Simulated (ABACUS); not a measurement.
Input of an ABACUS 3.10.1 run:

File INPUT:

```
INPUT_PARAMETERS
suffix              FeO
calculation         cell-relax
basis_type          lcao
pseudo_dir          ./
orbital_dir         ./
symmetry            1
dft_functional      revpbe
ecutwfc             100
pseudo_rcut         7
nspin               2
nbands              17
ks_solver           genelpa
smearing_method     fd
smearing_sigma      0.00367493
scf_thr             1e-07
scf_nmax            100
mixing_type         broyden
mixing_beta         0.4
cal_force           1
cal_stress          1
vdw_method          d3_0
out_mul             1
relax_nmax          60
force_thr_ev        0.005
relax_method        cg
out_stru            1
stress_thr          0.2
fixed_axes          shape
```

STRU

```
ATOMIC_SPECIES
Fe 55.8450 Fe.upf
O 15.9990 O.upf

NUMERICAL_ORBITAL
Fe_confined-atom_7au_3s2p2d1f.orb
O_confined-atom_6au_2s2p1d.orb

LATTICE_CONSTANT
1.8897261246

LATTICE_VECTORS
1.5188209023 0.8768916568 2.5195772846
-1.5188209023 0.8768916568 2.5195772846
0.0000000000 -1.7537833136 2.5195772846

ATOMIC_POSITIONS
Cartesian

Fe
0.0
1
0.0000000000 0.0000000000 0.0000000000 1 1 1 mag 3

O
0.0
1
0.0000000000 0.0000000000 3.7793659269 1 1 1 mag 0
```

KPT

```
K_POINTS
0
Gamma
8 8 8 0 0 0
```

Potentials or basis: PseudoDojo NC SR 0.4.1 PBE standard, DZP LCAO (the cutoffs set its grid).

The run is started by

```sh
$ OMP_NUM_THREADS=1 mpirun -np 4 abacus > log
```

**Question.** What does it give for the space group after relaxing (to 0.05 Å)?

**Answer.** R-3m (No. 166).

**Question.** What does it give for the relaxed cell?

**Answer.** a = 3.056 Å, b = 3.056 Å, c = 3.056 Å, α = 59.31°, β = 59.31°, γ = 59.31°.

Final structure:
```xyz
2
Lattice="1.5118 0.8728 2.5079 -1.5118 0.8728 2.5079 0.0000 -1.7456 2.5079" Properties=species:S:1:pos:R:3 pbc="T T T"
Fe    0.0000    0.0000    0.0000
O     0.0000    0.0000    3.7618
```

Caveat: the atomic orbitals were generated for these runs and aren't a published set; a cell with one magnetic atom can't hold antiferromagnetic order, which such compounds often take.
